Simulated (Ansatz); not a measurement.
Runs of Ansatz 0.2.0 on Mg. It takes space group I4/mmm (No. 139, tetragonal). The conventional cell has a = 3.672 Å, b = 3.672 Å, c = 3.359 Å, α = 90.00°, β = 90.00°, γ = 90.00°. Mg (site symmetry 4/mmm) has 10 Mg at 3.09 to 3.36 Å as nearest neighbours. This isn't the form of Mg at room conditions, which is hcp.

```tsv
task	level	potentials or basis	spin	cell	k mesh	cutoff (eV)	smearing	scf convergence dr2 threshold	scf algorithm	basis error allowed	other keys	mesh quality	gap on the mesh (eV)	pressure (GPa)	moment (μB)
single point	HSE06+D4	all-electron PAW datasets made for the crystal	off	as given	5 × 5 × 5	200	fermi-dirac 0.05 eV	-	-	-	-	coarse	none	-0.6	-
elastic constants	Slater exchange only	all-electron LAPW, scalar-relativistic	collinear, random start	as given	8 × 8 × 8	176	fermi-dirac 0.15 eV	-	-	0.0001 eV/atom	hamiltonian.pseudopotentials.lapw.basis_error = 0.0001	coarse	none	1.4	0.00
band structure	revPBE+D3(BJ)	all-electron LAPW, scalar-relativistic	collinear, random start	as given	11 × 11 × 11	115	methfessel-paxton 0.05 eV	1e-06	density_mixing	0.001 eV/atom	scf.convergence.dr2_threshold = 1e-06; scf.algorithm = density_mixing	not flagged	-	(a)	0.00
electron localisation function	m-r2SCAN	all-electron PAW datasets made for the crystal	collinear, ferromagnetic start	volume scaled by 1.08	11 × 11 × 11	180	methfessel-paxton 0.1 eV	-	-	-	-	not flagged	none	-2.6	0.00
relaxation of cell and atoms	rPW86-PBE	all-electron PAW datasets made for the crystal	off	relaxed from: cell strained at random at fixed volume	11 × 11 × 11	-	methfessel-paxton 0.05 eV	-	-	-	-	not flagged	-	0.0	-
```

Problem. Fill in the values left out.

Solution. (a) -2.3.

Caveats: some runs use coarse meshes; pairwise dispersion overbinds metals, which lowers pressure and volume (some runs); the starting moments weren't kept (some runs); a metal's response needs a denser mesh (some runs); the program listed the state as in doubt (some runs); the k mesh is thin for a metal, which can move the energy by tens of meV per atom (some runs); elastic constants of metals need much finer meshes, so these are rough (some runs); the thresholds are loose for stress (some runs).

A gap of «none» marks a metal or a gap under the smearing width.

The runs don't all hold the same shells in valence.
